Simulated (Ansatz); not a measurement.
# TiTe (P6_3/mmc) in Ansatz: reference runs

Aim: a first look at TiTe with PBEsol, on the cell as given and on a disturbed one.

Everything below comes from runs of Ansatz 0.2.0. Logs are shortened: lines on timing, memory, paths and dates and some standing lists are left out, and cuts for length are marked.

### Step 1. The structure

Symmetry: P6_3/mmc, No. 194, hexagonal system. The conventional cell has a = 3.842 Å, b = 3.842 Å, c = 6.403 Å, α = 90.00°, β = 90.00°, γ = 120.00°. Te (site symmetry -6m2) is surrounded by 6 Ti at 2.74 Å. Around Ti (site symmetry -3m) lie 6 Te at 2.74 Å.

### Step 2. Single point, PBEsol

The input, input.yaml:

```yaml
crystal:
  lattice:
    - [3.842, 0.0, 0.0]
    - [-1.921, 3.3272696013, 0.0]
    - [0.0, 0.0, 6.403]
  atoms:
    - { symbol: Te, position: [0.6666666667, 0.3333333333, 0.75] }
    - { symbol: Te, position: [0.3333333333, 0.6666666667, 0.25] }
    - { symbol: Ti, position: [0.0, 0.0, 0.5] }
    - { symbol: Ti, position: [0.0, 0.0, 0.0] }
kpoints:
  mp_grid: { grid: [8, 8, 4] }
scf:
  occupations: { method: fermi_dirac, width: 0.05 }
hamiltonian:
  xc: pbesol
  pseudopotentials: { kind: all_electron, lapw: { basis_error: 0.001 } }
output:
  forces: true
  stress: true
  eigenvalues: true
  populations: true
```

Potentials or basis: all-electron LAPW, scalar-relativistic.

Command:

```console
$ ansatz run input.yaml --threads 2 --pin off --max-ram 8192MiB --backend cpu --events-out ev --progress --plain --runs-dir out
```

What it wrote:

```text
Warning: RAYON_NUM_THREADS=2 ignored (pool sized by the plan → 2); use --threads N
Te: projections on atomic orbitals take those of the free atom 1s2 2s2 2p6 3s2 3p6 3d10 4s2 4p6 4d10 5s2 5p4, of charge +0.00 (hamiltonian.pseudopotentials.projection_atoms)
Ti: projections on atomic orbitals take those of the free atom 1s2 2s2 2p6 3s2 3p6 3d2 4s2, of charge +0.00 (hamiltonian.pseudopotentials.projection_atoms)
LAPW: plane waves up to 8.104 Å⁻¹, error target 1.0e-3 eV per atom; small_component_spin mean_spin; Ti in spheres of 1.338 Å, 12 of its electrons in bands, Dirac shells []; Te in spheres of 1.398 Å, 24 of its electrons in bands, Dirac shells [] (how accurate: hamiltonian.pseudopotentials.lapw.basis_error, Limitations)
Engine: ansatz 0.2.0, aarch64-unknown-linux-gnu
Pseudopotentials: kind: all_electron
Pseudopotential: Te, LAPW, valence charge 24, lapw/all_electron/scalar/gaussian/Te, Koelling and Harmon's equation, gaussian nucleus
Pseudopotential: Ti, LAPW, valence charge 12, lapw/all_electron/scalar/gaussian/Ti, Koelling and Harmon's equation, gaussian nucleus
Functional definition: PBEsol
  exchange = pbesol_x
  correlation = pbesol_c
Crystal: 4 atoms, lattice volume = 81.852 Å³
Basis set: ecut = 250.2408805101264 eV, 713 PW (Γ), exchange–correlation at level 2
Bands: 44, of which v1, the nominal top of the filled ones, is band 36 counted from 1 (35 counted from 0)
Symmetry: 24 space group operations
Space group: P63/mmc (ITA 194), of the structure as read, at distance tolerance 4.3e-5 Å
k-points: 30 of 256
Non-local potential: Te, projectors of the file, none
Non-local potential: Ti, projectors of the file, none
Initial density: superposition of atomic densities (chi_scale 0.1, normalization cell, long waves kept (reshape's long-wave potential 0.00 eV rms))
Initial wavefunctions: plane waves of lowest kinetic energy (no species holds an atomic orbital)
Functional: x = pbesol(κ = 0.804, μ = 0.12345679012345678), c = pbesol(β = 0.046)
iter 1 solved again at ethr=8.49e-4 eV; its pass at ethr=1.00e-1 eV (dr2=6.12e-1 eV) is discarded
SCF iter   1: F=—  HF=-416029.820891 eV  |F-HF|=—  |Δ(HF+E_count)|=         —  Δρ=2.04e-2  dr2=6.13e-1  ethr=8.49e-4  ⟨swp⟩=2.3  Hψ=8952  notcnv=0
preconditioner: auto → Kerker (q_TF=auto, 2.671 Å⁻¹)  [metal: Δε(μ)=0.004 eV  Ē_g=6.667 eV  σ=0.050 eV  W_gap=0.02  n_scr=22 (ndim 8)  ℏωp=18.4 eV  f_vac=0.000  D(μ)=4.22/eV (n_scr^D=36)]
SCF iter   2: F=—  HF=-416029.613959 eV  |F-HF|=—  |Δ(HF+E_count)|=   2.07e-1  Δρ=1.18e-2  dr2=1.79e-1  ethr=8.49e-4  ⟨swp⟩=2.1  Hψ=4053  notcnv=0
SCF iter   3: F=—  HF=-416029.576462 eV  |F-HF|=—  |Δ(HF+E_count)|=   3.75e-2  Δρ=8.83e-3  dr2=1.31e-1  ethr=2.48e-4  ⟨swp⟩=2.1  Hψ=4052  notcnv=0
SCF iter   4: F=—  HF=-416029.542335 eV  |F-HF|=—  |Δ(HF+E_count)|=   3.41e-2  Δρ=3.76e-3  dr2=2.02e-2  ethr=1.82e-4  ⟨swp⟩=2.3  Hψ=4066  notcnv=0
SCF iter   5: F=—  HF=-416029.534513 eV  |F-HF|=—  |Δ(HF+E_count)|=         —  Δρ=1.34e-3  dr2=2.51e-3  ethr=2.80e-5  ⟨swp⟩=2.0  Hψ=3854  notcnv=0
the basis was enlarged: its passes take 129.0 KiB over the memory plan, 2 of 2 planned eigensolver slots
SCF iter   6: F=—  HF=-416029.533972 eV  |F-HF|=—  |Δ(HF+E_count)|=   5.41e-4  Δρ=5.93e-4  dr2=3.32e-4  ethr=3.49e-6  ⟨swp⟩=2.1  Hψ=3855  notcnv=0
iter 7 solved again at ethr=3.81e-8 eV; its pass at ethr=4.61e-7 eV (dr2=2.74e-5 eV) is discarded
SCF iter   7: F=—  HF=-416029.534044 eV  |F-HF|=—  |Δ(HF+E_count)|=   7.18e-5  Δρ=1.58e-4  dr2=2.73e-5  ethr=3.81e-8  ⟨swp⟩=2.0  Hψ=6565  notcnv=0
SCF iter   8: F=—  HF=-416029.534049 eV  |F-HF|=—  |Δ(HF+E_count)|=   5.39e-6  Δρ=5.98e-5  dr2=5.23e-6  ethr=3.80e-8  ⟨swp⟩=2.3  Hψ=3864  notcnv=0
SCF iter   9: F=—  HF=-416029.534048 eV  |F-HF|=—  |Δ(HF+E_count)|=   1.63e-6  Δρ=1.55e-5  dr2=2.07e-7  ethr=7.26e-9  ⟨swp⟩=2.3  Hψ=3863  notcnv=0
SCF iter  10: F=-416029.534048 eV  HF=-416029.534048 eV  |F-HF|=1.92e-9  |Δ(HF+E_count)|=   1.23e-8  Δρ=5.08e-6  dr2=1.87e-8  ethr=2.88e-10  ⟨swp⟩=2.1  Hψ=3855  notcnv=0
SCF 1 converged in 10 iterations: F = -416029.534048 eV  dr2 = 1.87e-8
SCF converged after 10 iterations
Free energy (F): -416029.534048 eV
Harris-Foulkes:  -416029.534048 eV  (|F-HF|=1.92e-9)
Internal energy: -416029.499175 eV  (E = F + TS)
E sigma→0 (E₀):  -416029.516611 eV
Entropy (-TS):   -0.034873 eV (-8.718 meV/atom)
Fermi energy:    16.366335 eV
--- Per-component energies (eV) ---
  E_band       = -2273.457141
  E_kinetic    = 437177.180037
  E_xc         = -11673.962043
  E_electrostatic = -841532.717168  (all electrons and nuclei)
  E_smearing   = -0.034873  (= −TS)
  E_closure    = 0.000000  (closes the sum)
  E_atoms      = -416005.575991  (free atoms, spherical and without spin; not in F)
  Σ components = -416029.534048   (vs F -416029.534048, Δ=0.00e0)
  Basis errors (estimates in eV, not in F): energy 3.1e-4 per atom: plane waves 2.6e-4 (1.4e-4 summed), levels above the bands 1.8e-29, relativity 8.2e-9, radial functions 4.4e-5, core shells 2.5e-7; eigenvalues (radial functions only) 1.3e-6; not estimated: angular momenta, meshes, grids; target (lapw.basis_error) 1.0e-3; muffin-tin radii Ti 1.338 Å, Te 1.398 Å
--- Forces (eV/Å), atoms counted from 1 ---
  atom   1  Te     0.00000000    -0.00000000    -0.00000000
  atom   2  Te     0.00000000     0.00000000     0.00000000
  atom   3  Ti     0.00000000    -0.00000000    -0.00000000
  atom   4  Ti     0.00000000    -0.00000000     0.00000000
  max |Σ_I F_I| component: 1.85e-17 eV/Å
--- Stress (GPa, compression-positive) ---
        1.506194      -0.000000       0.000000
        0.000000       1.506194       0.000000
        0.000000       0.000000       7.234078
  P = ⅓ Tr σ = 3.4155 GPa (34.155 kbar)
--- Band table (eV; the first three rows and the last of 30) ---
  k-point 0: bands = ["-143.7161", "-143.7161", "-93.8321", "-93.8320", "-93.8234", "-93.8234", "-93.8234", "-93.8234", "-40.6972", "-40.6827", "-21.3146", "-21.3146", "-21.3135", "-21.3135", "-21.2974", "-21.2974", "-21.2914", "-21.2914", "-21.2901", "-21.2888", "-17.1417", "-17.1417", "-17.1387", "-17.1229", "-17.1229", "-16.9665", "2.2850", "4.0374", "9.2114", "12.6275", "12.6275", "14.6800", "15.2869", "15.4930", "15.4930", "15.7909", "15.7909", "15.9377", "15.9377", "17.3154", "17.3154", "18.6894", "19.2822", "20.4827"]
  k-point 1: bands = ["-143.7161", "-143.7161", "-93.8321", "-93.8320", "-93.8234", "-93.8234", "-93.8234", "-93.8234", "-40.6951", "-40.6849", "-21.3149", "-21.3149", "-21.3142", "-21.3142", "-21.2959", "-21.2959", "-21.2919", "-21.2919", "-21.2899", "-21.2890", "-17.1390", "-17.1390", "-17.1257", "-17.1257", "-17.1138", "-16.9921", "2.4743", "3.6731", "9.9151", "12.8386", "12.8386", "13.4819", "14.4393", "14.4393", "15.7797", "15.9354", "15.9354", "16.6423", "16.6423", "17.6146", "17.6146", "17.7820", "20.0357", "20.0553"]
  k-point 2: bands = ["-143.7161", "-143.7161", "-93.8320", "-93.8320", "-93.8234", "-93.8234", "-93.8234", "-93.8234", "-40.6900", "-40.6900", "-21.3150", "-21.3150", "-21.3150", "-21.3150", "-21.2934", "-21.2934", "-21.2934", "-21.2934", "-21.2894", "-21.2894", "-17.1323", "-17.1323", "-17.1323", "-17.1323", "-17.0533", "-17.0533", "2.9972", "2.9972", "11.5641", "11.5641", "13.4584", "13.4584", "13.4584", "13.4584", "16.3153", "16.3153", "16.3153", "16.3153", "16.6456", "16.6456", "18.9296", "18.9296", "18.9296", "18.9296"]
  k-point 29: bands = ["-143.7161", "-143.7161", "-93.8320", "-93.8320", "-93.8234", "-93.8234", "-93.8234", "-93.8234", "-40.6874", "-40.6874", "-21.3194", "-21.3194", "-21.3154", "-21.3154", "-21.2899", "-21.2899", "-21.2864", "-21.2864", "-21.2838", "-21.2838", "-17.1730", "-17.1730", "-17.1573", "-17.1573", "-17.0335", "-17.0335", "4.2451", "4.2451", "10.2840", "10.2840", "11.4025", "11.4025", "12.5943", "12.5943", "15.9722", "15.9722", "16.9012", "16.9012", "17.4000", "17.4000", "17.8304", "17.8304", "19.9151", "19.9151"]
--- Löwdin populations: 4 sites ---
  site symbol       q [e]
     0     Te     52.0789
     1     Te     52.0789
     2     Ti     21.7240
     3     Ti     21.7240
  spilling = 0.002663 (of n_electrons = 148.000000)
```

It took 16 s on 2 threads of Arm Neoverse V2, shared host; peak memory 0.46 GiB.

What came out:

```yaml
Free_energy: -416029.5340 eV
Pressure: 3.4 GPa
Band_gap_on_the_k_mesh: none (metal or under the smearing width)
```

Stress tensor (GPa, compression positive):
```
1.51 0.00 0.00
0.00 1.51 0.00
0.00 0.00 7.23
```

Levels at points of the mesh, in eV from the Fermi level:
```tsv
k point	band 34	band 35	band 36	band 37	band 38	band 39
(0.00, 0.00, 0.00)	-0.87	-0.87	-0.58	-0.58	-0.43	-0.43
(0.00, 0.00, -0.50)	-2.91	-0.05	-0.05	-0.05	-0.05	0.28
(0.00, -0.50, 0.00)	-3.04	-1.93	-0.09	0.55	0.69	0.81
(0.00, -0.50, -0.50)	-3.48	-0.94	-0.94	0.84	0.84	1.07
```

### Step 3. Single point, PBEsol (atoms moved at random, drawn with an rms of 0.05 Å)

The input, input.yaml:

```yaml
crystal:
  lattice:
    - [3.842, 0.0, 0.0]
    - [-1.921, 3.3272696013, 0.0]
    - [0.0, 0.0, 6.403]
  atoms:
    - { symbol: Te, position: [0.678048, 0.333316, 0.756429] }
    - { symbol: Te, position: [0.339553, 0.666155, 0.246331] }
    - { symbol: Ti, position: [0.005624, 0.003335, 0.49866] }
    - { symbol: Ti, position: [-0.010231, -0.001929, 0.001304] }
kpoints:
  mp_grid: { grid: [8, 8, 4] }
scf:
  occupations: { method: fermi_dirac, width: 0.05 }
hamiltonian:
  xc: pbesol
  pseudopotentials: { kind: all_electron, lapw: { basis_error: 0.001 } }
output:
  forces: true
  stress: true
  eigenvalues: true
  populations: true
```

Potentials or basis: all-electron LAPW, scalar-relativistic.

Command:

```console
$ ansatz run input.yaml --threads 2 --pin off --max-ram 8192MiB --backend cpu --events-out ev --progress --plain --runs-dir out
```

Run time: 2.3 min. Hardware: 2 threads of Arm Neoverse V2, shared host; peak memory 0.93 GiB.

It converged, with:

```
Free energy            : -416029.4950 eV
Pressure               : 3.6 GPa
Largest force          : 0.676 eV/Å
Band gap on the k mesh : none (metal or under the smearing width)
```

Forces on the atoms (eV/Å):
```
Te  -0.417  0.041 -0.530
Te  -0.241  0.010  0.408
Ti   0.051 -0.105  0.148
Ti   0.607  0.054 -0.025
```

Stress tensor (GPa, compression positive):
```
 1.77 -0.30  0.02
-0.30  1.73 -0.14
 0.02 -0.14  7.44
```

Levels at points of the mesh, in eV from the Fermi level:
```csv
k point,band 33,band 34,band 35,band 36,band 37,band 38,band 39,band 40
"(0.00, 0.00, 0.00)",-1.12,-0.95,-0.92,-0.51,-0.50,-0.42,-0.37,0.96
"(0.00, 0.00, -0.50)",-2.82,-2.78,-0.09,-0.08,-0.03,-0.01,0.21,0.36
"(0.00, -0.50, 0.00)",-3.82,-3.05,-1.90,-0.09,0.54,0.70,0.81,1.14
"(0.00, -0.50, -0.50)",-3.49,-3.44,-0.95,-0.91,0.82,0.86,1.03,1.10
"(-0.50, 0.00, 0.00)",-3.84,-3.04,-1.92,-0.08,0.54,0.70,0.82,1.14
"(-0.50, 0.00, -0.50)",-3.49,-3.46,-0.94,-0.92,0.82,0.87,1.04,1.10
"(-0.50, -0.50, 0.00)",-3.82,-3.04,-1.91,-0.10,0.55,0.70,0.80,1.13
"(-0.50, -0.50, -0.50)",-3.53,-3.40,-0.98,-0.88,0.81,0.86,1.03,1.09
```
